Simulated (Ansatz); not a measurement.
**Br in Ansatz: the effect of target pressure**

Crystal: Br.

```
CELL_PARAMETERS angstrom
3.36325 -2.32255 0.00000
3.36325 2.32255 0.00000
0.00000 0.00000 8.70230
ATOMIC_POSITIONS crystal
Br 0.36510 0.63490 0.39010
Br 0.13490 0.86510 0.89010
Br 0.63490 0.36510 0.60990
Br 0.86510 0.13490 0.10990
```

Alike in all runs:

```yaml
Program: Ansatz 0.2.0
Task: relaxation of cell and atoms
Functional: PBEsol
Potentials_or_basis: Ansatz PAW
Cutoff: "420 eV (not typed: the program's choice for these potentials)"
k_mesh: 7 × 7 × 3
Occupations: fermi-dirac, width 0.05 eV
Spin: no spin polarisation
```

Each run relaxes the cell or the atoms first.

**Question.** One run gave: relaxed volume 18.18 Å³/atom; gap on the mesh 0.35 eV. Which target pressure did it use?
A. 0 GPa
B. 30 GPa
C. 5 GPa
D. 10 GPa
E. 20 GPa

**Answer.** B.

```tsv
target pressure	relaxed volume (Å³/atom)	gap on the mesh (eV)
0 GPa	30.89	1.22
2 GPa	26.74	1.13
5 GPa	24.33	1.03
10 GPa	22.11	0.90
20 GPa	19.67	0.61
30 GPa	18.18	0.35
```

Caveats: odd divisions of the mesh miss points on the zone boundary, where band edges often lie, so the gap on the mesh can be too wide; the plane-wave basis is chosen anew once the cell has moved, so the energies of steps on either side of that aren't comparable; the PAW data sets come from PBE, with cores solved anew for the run's functional, which leaves a small shift of forces and pressure; the volume moved by over 15 % at a fixed basis, so the end points are rough (some runs).

A k mesh can miss the band edges.
